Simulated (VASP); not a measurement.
HfO2: relaxation of cell and atoms with PBE

Crystal: HfO2.

```
Hf O
1.0
     5.55640    0.00000    0.00000
     0.00000    3.33360    0.00000
     0.00000    0.00000    6.50500
Hf O
4 8
Direct
  0.74868 0.75000 0.60787
  0.25132 0.25000 0.39213
  0.24868 0.75000 0.89213
  0.75132 0.25000 0.10787
  0.63950 0.25000 0.42340
  0.36050 0.75000 0.57660
  0.13950 0.25000 0.07660
  0.86050 0.75000 0.92340
  0.52079 0.25000 0.84145
  0.47921 0.75000 0.15855
  0.02079 0.25000 0.65855
  0.97921 0.75000 0.34145
```

Measurements of this composition are mostly on another form, of space group No. 14.

```json
{
  "Program": "VASP 6.6.1",
  "Task": "relaxation of cell and atoms",
  "Functional": "PBE",
  "Potentials or basis": "VASP PAW PBE potentials, release 64 (Hf_pv, O)",
  "Cutoff": "600 eV",
  "k mesh": "4 × 6 × 3",
  "Occupations": "fermi-dirac, width 0.05 eV",
  "Spin": "no spin polarisation",
  "Target pressure": "10 GPa",
  "Further INCAR settings": "ALGO = Normal; EDIFF = 1e-06; IBRION = 2; EDIFFG = -0.02; NSW = 60; ISIF = 3"
}
```

```
Relaxed volume                                         : 9.62 Å³/atom
Relaxed cell                                           : a = 5.501 Å, b = 3.271 Å, c = 6.417 Å, α = 90.00°, β = 90.00°, γ = 90.00°
Space group after relaxing (to 0.05 Å)                 : Pnma (No. 62)
Energy change on relaxing (the enthalpy is what falls) : +11.6 meV/atom
Ionic steps                                            : 13
Pressure after relaxing                                : 10.1 GPa
Largest force after relaxing                           : 0.012 eV/Å
Band gap on the k mesh                                 : 3.34 eV, direct
```

Forces in eV/Å, atoms in the order of the input:
```
Hf   0.007  0.000 -0.010
Hf  -0.007  0.000  0.010
Hf   0.007  0.000  0.010
Hf  -0.007  0.000 -0.010
O    0.005  0.000 -0.005
O   -0.005  0.000  0.005
O    0.005  0.000  0.005
O   -0.005  0.000 -0.005
O    0.008  0.000  0.001
O   -0.008  0.000 -0.001
O    0.008  0.000 -0.001
O   -0.008  0.000  0.001
```

Step by step:
```tsv
step	energy change (eV)	largest force (eV/Å)	pressure (GPa)	volume (Å³)
1	0.0000	0.0137	-0.70	120.49
2	1.0252	0.6715	32.48	109.17
3	0.1155	0.2135	9.79	116.26
4	0.1206	0.2182	9.99	116.18
5	0.1248	0.1013	10.04	115.93
6	0.1330	0.1724	10.10	115.77
7	0.1285	0.0829	9.87	115.74
8	0.1288	0.0744	9.66	115.71
9	0.1541	0.0723	10.66	115.27
10	0.1476	0.0573	10.43	115.37
11	0.1263	0.0518	9.43	115.71
12	0.1343	0.0420	9.83	115.57
13	0.1395	0.0122	10.10	115.48
```

Final structure:
```
Hf O
1.0
     5.50115    0.00000    0.00000
     0.00000    3.27146    0.00000
     0.00000    0.00000    6.41692
Hf O
4 8
Direct
  0.74614 0.75000 0.61261
  0.25386 0.25000 0.38739
  0.24614 0.75000 0.88739
  0.75386 0.25000 0.11261
  0.64087 0.25000 0.42631
  0.35913 0.75000 0.57369
  0.14087 0.25000 0.07369
  0.85913 0.75000 0.92631
  0.52455 0.25000 0.83819
  0.47545 0.75000 0.16181
  0.02455 0.25000 0.66181
  0.97545 0.75000 0.33819
```

Levels at points of the mesh, in eV from the valence-band top:
| k point | band 42 | band 43 | band 44 | band 45 | band 46 | band 47 |
| --- | --- | --- | --- | --- | --- | --- |
| (0.00, 0.00, 0.00) | -0.26 | -0.08 | 0.00 | 3.34 | 4.48 | 4.54 |
| (0.50, 0.00, 0.00) | -0.93 | -0.37 | -0.37 | 4.31 | 4.31 | 5.66 |
| (0.00, 0.50, 0.00) | -0.98 | -0.69 | -0.69 | 5.39 | 5.39 | 6.19 |
| (0.50, 0.50, 0.00) | -0.74 | -0.74 | -0.74 | 5.93 | 5.93 | 5.93 |

Run time: 16 min on 1 thread of Intel(R) Xeon(R) Platinum 8488C (Sapphire Rapids), with other jobs on the host, peak memory 0.34 GiB.

Caveat: the cell is relaxed towards a set pressure, so the enthalpy falls and the energy may rise; spin-orbit coupling is left out, which moves the levels of the heavy elements; an odd mesh through Γ misses points on the zone boundary, where band edges often lie.
